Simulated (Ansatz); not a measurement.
## Li2O under changes of volume

One of the cells (8.399 Å³/atom); the others are scaled copies at fixed shape and fractional positions:

```
O Li
1.0
     0.00000    2.32685    2.32685
     2.32685    0.00000    2.32685
     2.32685    2.32685    0.00000
O Li
1 2
Direct
  0.00000 0.00000 0.00000
  0.25000 0.25000 0.25000
  0.75000 0.75000 0.75000
```

The cell comes from a database or a generator and needn't be the stable form of this composition.

* Program: Ansatz 0.2.0
* Functional: PBEsol
* Potentials or basis: Ansatz PAW
* Cutoff: 420 eV (not typed: the program's choice for these potentials)
* k mesh: 10 × 10 × 10
* Occupations: fermi-dirac, width 0.05 eV
* Spin: no spin polarisation

| volume (Å³/atom) | energy over the lowest point (meV/atom) | pressure (GPa) | gap on the mesh (eV) |
| --- | --- | --- | --- |
| 7.895 | ? | ? | ? |
| 8.063 | 0.00 | -0.6 | 4.87 |
| 8.231 | 1.46 | -2.2 | 4.83 |
| 8.399 | 4.56 | -3.6 | 4.79 |
| 8.567 | 9.02 | -4.9 | 4.75 |
| 8.735 | 14.81 | -6.1 | 4.72 |
| 8.903 | 21.81 | -7.2 | 4.59 |

Problem. What does the run at 7.895 Å³/atom give?

Solution. Energy over the lowest point 0.30 meV/atom; pressure 1.2 GPa; gap on the mesh 4.90 eV.

Worked out: A Birch-Murnaghan fit of order 3 (a polynomial in V^(-2/3)) to the other rows has its minimum at 8.00 Å³/atom, just outside them, with B0 = V·E''(V) = 81 GPa and B' = 3.4. It gives 0.23 meV/atom at 7.895 Å³/atom, against the run's 0.30, and -dE/dV = 1.1 GPa, against 1.2. A parabola through the other rows of the gap, of slope 0.215 eV per unit of ln V there, extrapolates to 4.86 eV, against the run's 4.90.

Energies are extrapolated to zero smearing.

Caveats: the PAW data sets come from PBE, with cores solved anew for the run's functional, which leaves a small shift of forces and pressure.

A mesh can miss the band edges.
